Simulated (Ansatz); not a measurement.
**Hf₃N₂: how the energy converges with the cutoff**

Hf₃N₂, R-3m, a = 3.199 Å, c = 23.265 Å. The structure is a Materials Project entry; whether it is the stable form wasn't checked. Ansatz: PBEsol, PAW, cutoff varied, Γ-centred 12×12×12 mesh on 5 atoms, Gaussian smearing 0.10 eV; no spin polarisation. Single points at one geometry, the cutoff alone changed; ΔE is the energy at zero smearing over the run at 850 eV (runs within 0.3 meV/atom of it are left out). The runs up to 380 eV lie under the cutoff recommended for these PAW datasets.

```tsv
cutoff (eV)	ΔE (meV/atom)
150	23469.10
200	4645.43
250	979.02
300	166.96
350	34.26
380	13.03
420	3.31
460	1.11
520	0.58
600	?
```

Problem. Assume ΔE falls exponentially with the cutoff, fit y = ln ΔE against x, the cutoff in eV, to the other rows, and predict the missing value.

Solution. y = 10.063, 8.444, 6.887, 5.118, 3.534, 2.567, 1.197, 0.104, -0.545. Means x = 336.7, y = 4.1521; Σ(Δx)² = 120200, ΣΔxΔy = -3646; the slope is their ratio. y = 14.36 − 0.03033 x, a factor of ten per 76 eV. At 600 eV this gives ΔE = 0.02 meV/atom. The run gave 0.34, a ratio of 0.06. Between neighbouring rows the decay runs from a factor of ten per 65 eV to one per 345 eV, so one exponential is only a rough guide. The fast fall gives way to a slow tail, so a fit to low cutoffs promises convergence too early.